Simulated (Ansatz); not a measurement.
Li3N:
```xyz
4
Lattice="3.6100 0.0000 0.0000 -1.8050 3.1263 0.0000 0.0000 0.0000 3.8552" Properties=species:S:1:pos:R:3 pbc="T T T"
Li     0.0000     0.0000     1.9276
Li     0.0000     2.0842     0.0000
Li     1.8050     1.0421     0.0000
N      0.0000     0.0000     0.0000
```

Relaxed with r²SCAN.

Map the valence electron density (e/Å³), cut off at 2 on the plane through (0.333, 0.667, 0.000) spanned by u = [1, 1, 0] and v = [1, -1, 0] in lattice vectors, from the program Ansatz at the r²SCAN level (PAW).

x is the fraction of u, y of v (the angle between them is 90°; rows are the nearest grid lines); atoms in the plane: Li at (0.00, 0.00), Li at (0.50, 0.50), Li at (0.00, 0.33), Li at (0.50, 0.83), N at (0.00, 0.67), N at (0.50, 0.17).
```
|@@@.   .....   .@@@|
|@@%             %@@|
|.      .*@*.      .|
|       #@@@#       |
|..    .@@@@@.    ..|
|*+-:.  -@@@-  .:-+*|
|@@#=:.  .:.  .:=#@@|
|@@@*-.       .-*@@@|
|@@@#-.       .-#@@@|
|@@@+:.       .:+@@@|
|@%*-..  -=-  ..-*%@|
|:...  .@@@@@.  ...:|
|.     .@@@@@.     .|
|-:      -=-      :-|
|@@-             -@@|
|@@@.           .@@@|
|@@*  ..:-=-:..  *@@|
|*=.  .-+#%#+-.  .=*|
|    .:+@@@@@+:.    |
|    .-#@@@@@#-.    |
|    .-*@@@@@*-.    |
|.   .:=%@@@%=:.   .|
|@@%.  .::-::.  .%@@|
|@@@.   .....   .@@@|
```
Scale: ten equal steps from 0.082 (start of ' ') to 2.00 (end of '@'), in the order ' .:-=+*#%@'; x runs from 0.000 to 1.00, y from 0.000 (bottom) to 1.00 (top).

The density is the valence pseudo-density with augmentation charge, so density and ELF within about 1 Å of a nucleus are not all-electron values.

Space group P6/mmm. The r²SCAN relaxation kept the symmetry of its start; phonons on a q-mesh show weakly imaginary modes.

Potentials: the later of the program's two PAW sets.
